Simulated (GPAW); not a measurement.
# PbSe (Clausthalite) (Fm-3m) in GPAW: a series of runs, part 2 of 3

GPAW 26.7.0.

## 3. Band structure, WC, spin-orbit coupling, no magnetisation

run.py reads:

```python
import numpy as np
import spglib
from ase import Atoms
from ase.dft.bandgap import bandgap
from ase.io import read, write
from ase.units import GPa
from gpaw import GPAW, PW, setup_paths
from gpaw.spinorbit import soc_eigenstates

setup_paths.insert(0, '.')

atoms = read('PbSe.cif')
cell, positions, numbers = spglib.find_primitive(
    (atoms.cell[:], atoms.get_scaled_positions(), atoms.numbers), symprec=1e-4)
atoms = Atoms(numbers, cell=cell, scaled_positions=positions, pbc=True)

calc = GPAW(mode=PW(600),
            xc='WC',
            kpts={'size': (6, 6, 6), 'gamma': True},
            occupations={'name': 'fermi-dirac', 'width': 0.05},
            nbands=19,
            convergence={'density': 1e-05, 'energy': 1e-05},
            maxiter=150,
            txt='gpaw.txt')
atoms.calc = calc
energy = atoms.get_potential_energy()
forces = atoms.get_forces()
stress = atoms.get_stress()
calc.write('gs.gpw')
write('result.traj', atoms)
print(f'Energy: {energy:.6f} eV')
print('Forces (eV/A):')
print(forces.round(4))
print('Stress (GPa):', (stress / GPa).round(3))
print('Fermi level:', round(calc.get_fermi_level(), 4), 'eV')
print(f'Gap: {bandgap(calc)[0]:.4f} eV, direct: {bandgap(calc, direct=True)[0]:.4f} eV')

path = atoms.cell.bandpath('GXWKGLUWLK,UX', npoints=80, eps=1e-4)
bs_calc = calc.fixed_density(kpts=path, symmetry='off', nbands=31,
                             convergence={'bands': 'CBM+6.0', 'eigenstates': 1e-6}, txt='bands.txt')
bs = bs_calc.band_structure()
bs.write('bs.json')
print(f'Gap on the path: {bandgap(bs_calc)[0]:.4f} eV')

soc = soc_eigenstates(bs_calc, theta=0, phi=0)
np.savetxt('soc_bands.dat', soc.eigenvalues(), fmt='%.4f')
mesh = soc_eigenstates('gs.gpw', theta=0, phi=0)
np.savetxt('soc_mesh.dat', mesh.eigenvalues(), fmt='%.4f')
print('Fermi level with spin-orbit coupling:', round(mesh.fermi_level, 4), 'eV')
```

PbSe.cif reads:

```cif
data_PbSe
_cell_length_a 6.12130000
_cell_length_b 6.12130000
_cell_length_c 6.12130000
_cell_angle_alpha 90.00000000
_cell_angle_beta 90.00000000
_cell_angle_gamma 90.00000000
_space_group_name_H-M_alt 'Fm-3m'
_space_group_name_Hall '-F 4 2 3'
_space_group_IT_number 225
loop_
_space_group_symop_operation_xyz
'x,y,z'
'-x,-y,-z'
'-y,x,z'
'y,-x,-z'
'-x,-y,z'
'x,y,-z'
'y,-x,z'
'-y,x,-z'
'x,-y,-z'
'-x,y,z'
'-y,-x,-z'
'y,x,z'
'-x,y,-z'
'x,-y,z'
'y,x,-z'
'-y,-x,z'
'z,x,y'
'-z,-x,-y'
'z,-y,x'
'-z,y,-x'
'z,-x,-y'
'-z,x,y'
'z,y,-x'
'-z,-y,x'
'-z,x,-y'
'z,-x,y'
'-z,-y,-x'
'z,y,x'
'-z,-x,y'
'z,x,-y'
'-z,y,x'
'z,-y,-x'
'y,z,x'
'-y,-z,-x'
'x,z,-y'
'-x,-z,y'
'-y,z,-x'
'y,-z,x'
'-x,z,y'
'x,-z,-y'
'-y,-z,x'
'y,z,-x'
'-x,-z,-y'
'x,z,y'
'y,-z,-x'
'-y,z,x'
'x,-z,y'
'-x,z,-y'
'x,y+1/2,z+1/2'
'-x,-y+1/2,-z+1/2'
'-y,x+1/2,z+1/2'
[... 62 lines left out ...]
'-z+1/2,-x,-y+1/2'
'z+1/2,-y,x+1/2'
'-z+1/2,y,-x+1/2'
'z+1/2,-x,-y+1/2'
'-z+1/2,x,y+1/2'
'z+1/2,y,-x+1/2'
'-z+1/2,-y,x+1/2'
'-z+1/2,x,-y+1/2'
'z+1/2,-x,y+1/2'
'-z+1/2,-y,-x+1/2'
'z+1/2,y,x+1/2'
'-z+1/2,-x,y+1/2'
'z+1/2,x,-y+1/2'
'-z+1/2,y,x+1/2'
'z+1/2,-y,-x+1/2'
'y+1/2,z,x+1/2'
'-y+1/2,-z,-x+1/2'
'x+1/2,z,-y+1/2'
'-x+1/2,-z,y+1/2'
'-y+1/2,z,-x+1/2'
'y+1/2,-z,x+1/2'
'-x+1/2,z,y+1/2'
'x+1/2,-z,-y+1/2'
'-y+1/2,-z,x+1/2'
'y+1/2,z,-x+1/2'
'-x+1/2,-z,-y+1/2'
'x+1/2,z,y+1/2'
'y+1/2,-z,-x+1/2'
'-y+1/2,z,x+1/2'
'x+1/2,-z,y+1/2'
'-x+1/2,z,-y+1/2'
'x+1/2,y+1/2,z'
'-x+1/2,-y+1/2,-z'
'-y+1/2,x+1/2,z'
'y+1/2,-x+1/2,-z'
'-x+1/2,-y+1/2,z'
'x+1/2,y+1/2,-z'
'y+1/2,-x+1/2,z'
'-y+1/2,x+1/2,-z'
'x+1/2,-y+1/2,-z'
'-x+1/2,y+1/2,z'
'-y+1/2,-x+1/2,-z'
'y+1/2,x+1/2,z'
'-x+1/2,y+1/2,-z'
'x+1/2,-y+1/2,z'
'y+1/2,x+1/2,-z'
'-y+1/2,-x+1/2,z'
'z+1/2,x+1/2,y'
'-z+1/2,-x+1/2,-y'
'z+1/2,-y+1/2,x'
'-z+1/2,y+1/2,-x'
'z+1/2,-x+1/2,-y'
'-z+1/2,x+1/2,y'
'z+1/2,y+1/2,-x'
'-z+1/2,-y+1/2,x'
'-z+1/2,x+1/2,-y'
'z+1/2,-x+1/2,y'
'-z+1/2,-y+1/2,-x'
'z+1/2,y+1/2,x'
'-z+1/2,-x+1/2,y'
'z+1/2,x+1/2,-y'
'-z+1/2,y+1/2,x'
'z+1/2,-y+1/2,-x'
'y+1/2,z+1/2,x'
'-y+1/2,-z+1/2,-x'
'x+1/2,z+1/2,-y'
'-x+1/2,-z+1/2,y'
'-y+1/2,z+1/2,-x'
'y+1/2,-z+1/2,x'
'-x+1/2,z+1/2,y'
'x+1/2,-z+1/2,-y'
'-y+1/2,-z+1/2,x'
'y+1/2,z+1/2,-x'
'-x+1/2,-z+1/2,-y'
'x+1/2,z+1/2,y'
'y+1/2,-z+1/2,-x'
'-y+1/2,z+1/2,x'
'x+1/2,-z+1/2,y'
'-x+1/2,z+1/2,-y'
loop_
_atom_site_label
_atom_site_type_symbol
_atom_site_symmetry_multiplicity
_atom_site_Wyckoff_symbol
_atom_site_fract_x
_atom_site_fract_y
_atom_site_fract_z
_atom_site_occupancy
Pb1 Pb 4 a 0.0000000000 0.0000000000 0.0000000000 1
Se1 Se 4 b 0.5000000000 0.0000000000 0.0000000000 1
```

Potentials or basis: PAW data sets generated in the run's folder for this functional, pw.

Command:

```bash
$ gpaw-setup -f WC Pb Se
$ OMP_NUM_THREADS=1 python run.py
```

gpaw.txt:

```text
__  _  _
 | _ |_)|_||  |
 |__||  | ||/\| - 26.7.0

Input parameters:
  mode=PW(ecut=600.0),
  convergence={'density': 1e-05, 'energy': 1e-05},
  kpts=MonkhorstPack(size=(6, 6, 6), gamma=True),
  maxiter=150,
  nbands=19,
  occupations=Occupations(name='fermi-dirac', width=0.05),
  xc=XC(name='WC')

Diagonalizing LCAO Hamiltonian
Converting LCAO to pw mode

                Se

       Pb

Atoms  # Å, Bohr magnetons
|   | symbol |        x |        y |        z |    initial magnetic moments |
|---|--------|----------|----------|----------|-----------------------------|
| 0 |     Pb | 0.000000 | 0.000000 | 0.000000 | ( 0.0000,  0.0000,  0.0000) |
| 1 |     Se | 3.060650 | 3.060650 | 3.060650 | ( 0.0000,  0.0000,  0.0000) |

Unit cell  # Å
| periodic |        x |        y |        z |  lengths |    angles |
|----------|----------|----------|----------|----------|-----------|
|      yes | 0.000000 | 3.060650 | 3.060650 | 4.328413 | 60.000000 |
|      yes | 3.060650 | 0.000000 | 3.060650 | 4.328413 | 60.000000 |
[... 203 lines left out ...]
  Kinetic:          15.870070
  Coulomb:         -16.623448
  Zero:             -0.053753
  External:          0.000000
  Xc:               -8.265507
  Entropy:          -0.001774
  Spinorbit:         0.000000
  ----------------------------
  Free energy:      -9.074412
  Extrapolated:     -9.073525

dipole moment: (-25.915401, -25.915401, -25.915401)  # |e|*Ang

Fermi level: 6.021
Eigenvalues  # (at kpt = [0.000, 0.000, 0.000])
| band index |      eig [eV] | occ [0-2] |
|------------|---------------|-----------|
|          0 |       -10.815 |     2.000 |
|        ... |               |           |
|          2 |       -10.809 |     2.000 |
|          3 |       -10.809 |     2.000 |
|          4 |       -10.809 |     2.000 |
|          5 |        -7.691 |     2.000 |
|          6 |        -0.367 |     2.000 |
|          7 |         4.040 |     2.000 |
[... 9 lines left out ...]
|         17 |        14.175 |     0.000 |
|         18 |        14.916 |     0.000 |

Gap: 0.148 eV
Transition (v -> c):
  (s=0, k=15, n=9, [0.50, 0.50, 0.50]) -> (s=0, k=15, n=10, [0.50, 0.50, 0.50])
No difference between direct/indirect transitions

Forces  # eV/Ang
|       x |       y |       z |
|---------|---------|---------|
| 0.00000 | 0.00000 | 0.00000 |  # Pb   0
| 0.00000 | 0.00000 | 0.00000 |  # Se   1

Stress tensor  # eV/Ang^3
|         x |         y |         z |
|-----------|-----------|-----------|
|  0.004763 | -0.000000 | -0.000000 |
| -0.000000 |  0.004763 | -0.000000 |
| -0.000000 | -0.000000 |  0.004763 |

# Writing to gs.gpw (mode='')
```

stdout:

```text
Energy: -9.073525 eV
Forces (eV/A):
[[0. 0. 0.]
 [0. 0. 0.]]
Stress (GPa): [ 0.763  0.763  0.763 -0.    -0.    -0.   ]
Fermi level: 6.0208 eV
Gap: 0.1483 eV, direct: 0.1483 eV
Gap on the path: 0.1483 eV
Fermi level with spin-orbit coupling: 5.7319 eV
```

Wall time 47 s (1 thread of Arm Neoverse V2, shared host); peak memory 0.31 GiB.

What came out:

```yaml
Free_energy: -9.0744 eV
Pressure: -0.8 GPa
Band_gap_on_the_k_mesh: 0.48 eV, direct
Band_gap_along_the_path: 0.41 eV, indirect (least direct gap 0.52 eV)
```

Levels at the corners of the path, in eV from the valence-band top:
| point | band 17 | band 18 | band 19 | band 20 | band 21 | band 22 | band 23 | band 24 |
| --- | --- | --- | --- | --- | --- | --- | --- | --- |
| Γ | -1.28 | -1.28 | -1.28 | -1.28 | 3.08 | 3.08 | 6.00 | 6.00 |
| X | -3.21 | -3.21 | -2.62 | -2.62 | 3.96 | 3.96 | 4.67 | 4.67 |
| W | -3.79 | -3.79 | -0.41 | -0.41 | 1.92 | 1.92 | 5.17 | 5.17 |
| K | -2.55 | -2.55 | -1.94 | -1.94 | 3.19 | 3.19 | 4.49 | 4.49 |
| Γ | -1.28 | -1.28 | -1.28 | -1.28 | 3.08 | 3.08 | 6.00 | 6.00 |
| L | -0.98 | -0.98 | -0.13 | -0.13 | 0.41 | 0.41 | 1.69 | 1.69 |
| U | -2.55 | -2.55 | -1.94 | -1.94 | 3.19 | 3.19 | 4.49 | 4.49 |
| W | -3.79 | -3.79 | -0.41 | -0.41 | 1.92 | 1.92 | 5.17 | 5.17 |
| L | -0.98 | -0.98 | -0.13 | -0.13 | 0.41 | 0.41 | 1.69 | 1.69 |
| K | -2.55 | -2.55 | -1.94 | -1.94 | 3.19 | 3.19 | 4.49 | 4.49 |
| U | -2.55 | -2.55 | -1.94 | -1.94 | 3.19 | 3.19 | 4.49 | 4.49 |
| X | -3.21 | -3.21 | -2.62 | -2.62 | 3.96 | 3.96 | 4.67 | 4.67 |

Caveat: spin-orbit coupling was added after a scalar SCF, so levels and gaps hold it while energy, forces, pressure and moments don't; this program's spin-orbit splittings come out too wide for heavy elements.

## 4. Equation of state, TASK

run.py reads:

```python
from ase.eos import EquationOfState
from ase.io import Trajectory
from ase.spacegroup import crystal
from ase.units import GPa
from gpaw import GPAW, PW

# Pb 4a
# Se 4b
atoms = crystal(['Pb', 'Se'],
                basis=[[0.0, 0.0, 0.0],
                       [0.5, 0.0, 0.0]],
                spacegroup=225, setting=1,  # Fm-3m
                cellpar=[6.1213, 6.1213, 6.1213, 90.0, 90.0, 90.0],
                primitive_cell=True)

traj = Trajectory('eos.traj', 'w')
volumes, energies = [], []
for x in [0.94, 0.96, 0.98, 1.0, 1.02, 1.04, 1.06]:
    a = atoms.copy()
    a.set_cell(atoms.cell * x**(1 / 3), scale_atoms=True)
    calc = GPAW(mode=PW(600),
                xc='MGGA_X_TASK+LDA_C_PW',
                kpts={'size': (6, 6, 6), 'gamma': True},
                occupations={'name': 'fermi-dirac', 'width': 0.05},
                nbands=19,
                convergence={'density': 1e-05, 'energy': 1e-05},
                maxiter=150,
                txt=f'eos-{x:.2f}.txt')
    a.calc = calc
    energies.append(a.get_potential_energy(force_consistent=True))
    volumes.append(a.get_volume())
    p = -a.get_stress()[:3].mean() / GPa
    calc.write(f'eos-{x:.2f}.gpw')
    traj.write(a)
    print(f'{x:.2f} {volumes[-1]:10.4f} A^3 {energies[-1]:14.6f} eV {p:9.3f} GPa', flush=True)

v0, e0, B = EquationOfState(volumes, energies, eos='birchmurnaghan').fit()
print(f'V0 = {v0:.4f} A^3, E0 = {e0:.6f} eV, B0 = {B / GPa:.2f} GPa')
```

Potentials or basis: GPAW PAW data sets (gpaw-data 1.2.1), pw.

Command:

```bash
$ OMP_NUM_THREADS=1 python run.py
```

It took 4.9 min on 1 thread of Arm Neoverse V2, shared host; peak memory 0.99 GiB.

It converged, with:

```yaml
Equilibrium_volume: "33.08 Å³/atom (rough: see the caveat)"
Bulk_modulus: 36 GPa (rough)
```

Energy against volume, from the lowest point:
| volume (Å³/atom) | energy (meV/atom) |
| --- | --- |
| 26.951 | 155.39 |
| 27.524 | 116.97 |
| 28.097 | 84.23 |
| 28.671 | 56.62 |
| 29.244 | 33.65 |
| 29.818 | 14.92 |
| 30.391 | 0.00 |

Caveat: the minimum lies outside the volumes run; the PAW data sets were made with another functional, which shifts forces and pressure a little. Spin-orbit coupling is left out, which matters for the levels of Pb.

## 5. Equation of state, HSE06

run.py reads:

```python
from ase import Atoms
from ase.eos import EquationOfState
from ase.io import Trajectory
from ase.units import GPa
from gpaw import GPAW, PW

atoms = Atoms(['Pb', 'Se'],
              cell=[[0.0, 3.06065, 3.06065],
                    [3.06065, 0.0, 3.06065],
                    [3.06065, 3.06065, 0.0]],
              scaled_positions=[[0.0, 0.0, 0.0],
                                [0.5, 0.5, 0.5]],
              pbc=True)

traj = Trajectory('eos.traj', 'w')
volumes, energies = [], []
for x in [0.94, 0.96, 0.98, 1.0, 1.02, 1.04, 1.06]:
    a = atoms.copy()
    a.set_cell(atoms.cell * x**(1 / 3), scale_atoms=True)
    calc = GPAW(mode=PW(450),
                xc='HSE06',
                kpts={'size': (2, 2, 2), 'gamma': True},
                occupations={'name': 'fermi-dirac', 'width': 0.05},
                nbands=15,
                convergence={'density': 1e-05, 'energy': 1e-05},
                maxiter=60,
                txt=f'eos-{x:.2f}.txt')
    a.calc = calc
    energies.append(a.get_potential_energy(force_consistent=True))
    volumes.append(a.get_volume())
    calc.write(f'eos-{x:.2f}.gpw')
    traj.write(a)
    print(f'{x:.2f} {volumes[-1]:10.4f} A^3 {energies[-1]:14.6f} eV', flush=True)

v0, e0, B = EquationOfState(volumes, energies, eos='birchmurnaghan').fit()
print(f'V0 = {v0:.4f} A^3, E0 = {e0:.6f} eV, B0 = {B / GPa:.2f} GPa')
```

Command:

```bash
$ OMP_NUM_THREADS=1 python run.py
```

Run time: 24 min. Hardware: 1 thread of Arm Neoverse V1, shared host; peak memory 0.25 GiB.

The run converged. Its results:

| Property | Result |
| --- | --- |
| Equilibrium volume | 31.10 Å³/atom (rough: see the caveat) |
| Bulk modulus | 53 GPa (rough) |

Energy against volume, from the lowest point:
| volume (Å³/atom) | energy (meV/atom) |
| --- | --- |
| 26.951 | 106.79 |
| 27.524 | 75.58 |
| 28.097 | 51.10 |
| 28.671 | 32.31 |
| 29.244 | 16.92 |
| 29.818 | 4.84 |
| 30.391 | 0.00 |

Caveat: the k mesh is coarse (spacing up to 0.89 Å⁻¹), so the values aren't converged, least of all with exact exchange; the energies scatter about the fit; the fit is doubtful: noisy points or a state that changes with volume; exact exchange converges slowly with the k mesh, and this mesh is small; the minimum lies outside the volumes run; the PAW data sets were made with another functional, which shifts forces and pressure a little. The run has no spin-orbit coupling, so splittings on Pb are missing.

(Part 2 of 3 ends here.)
